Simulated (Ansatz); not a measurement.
# MoS2: the cost of one run

Computed with Ansatz 0.2.0 (DFT r²SCAN, scalar-relativistic, plane waves, PAW, unless a step's input says otherwise).

2 further runs of the same task are left out: 1 that didn't finish, 1 set aside as unsound or not needed. Runs told in other sessions of the task aren't counted.

## (1) The starting structure

It takes space group P6_3/mmc (No. 194, hexagonal). The conventional cell has a = 3.185 Å, b = 3.185 Å, c = 12.964 Å, α = 90.00°, β = 90.00°, γ = 120.00°. Mo (site symmetry -6m2) is surrounded by 6 S at 2.41 Å. S (site symmetry 3m) has 3 Mo at 2.41 Å in its first shell of neighbours.

Structure file:

```
Mo S
1.0
     3.18459    0.00000    0.00000
    -1.59230    2.75794    0.00000
     0.00000    0.00000   12.96394
Mo S
2 4
Direct
  0.33333 0.66667 0.25000
  0.66667 0.33333 0.75000
  0.33333 0.66667 0.63025
  0.66667 0.33333 0.13025
  0.33333 0.66667 0.86975
  0.66667 0.33333 0.36975
```

This cell comes from an earlier session at r²SCAN: 18.977 Å³/atom at 0.01 GPa, on a 8×8×2 mesh.

The changes: atom 5 (S) moved 0.08 Å along z; strain e2 = +0.03, atoms carried along; all atoms moved at random (σ = 0.03 Å), cell strained at random (1 %).

## (2) Atom 5 (S) moved 0.08 Å along z

input.yaml reads:

```yaml
crystal:
  lattice:
    - [3.1845928805, 0.0, 0.0]
    - [-1.5922964402, 2.7579383352, 0.0]
    - [0.0, 0.0, 12.9639414742]
  atoms:
    - { symbol: Mo, position: [0.3333333333, 0.6666666667, 0.25], spin: 0.05 }
    - { symbol: Mo, position: [0.6666666667, 0.3333333333, 0.75], spin: 0.05 }
    - { symbol: S, position: [0.3333333333, 0.6666666667, 0.6302475851] }
    - { symbol: S, position: [0.6666666667, 0.3333333333, 0.1302475851] }
    - { symbol: S, position: [0.3333333333, 0.6666666667, 0.8759233777] }
    - { symbol: S, position: [0.6666666667, 0.3333333333, 0.3697524149] }
basis:
  ecutwfc: 500
  ecutrho_ratio: 4
kpoints:
  mp_grid: { grid: [8, 8, 2] }
hamiltonian:
  xc: r2scan
scf:
  occupations: { method: gaussian, width: 0.05 }
output:
  forces: true
  stress: true
  eigenvalues: true
  populations: true
  write_density: true
  write_potential: true
  elf: true
  volumetric_format: npy
magnetization:
  spin_polarized: true
checkpoint:
  read: start.run
  write: ck
  compress: false
  write_wavefunctions: false
  write_every: 100000
```

start.run holds the converged state of the cell before the atoms were moved.

Run with:

```bash
$ ansatz run input.yaml --threads 4 --pin off --max-ram 7168MiB --backend cpu --events-out ev --progress --plain --runs-dir out
```

Q: Estimate wall time and peak memory on 4 threads of Arm Neoverse V1, shared host.

About 15 s, with a peak of 0.67 GiB.
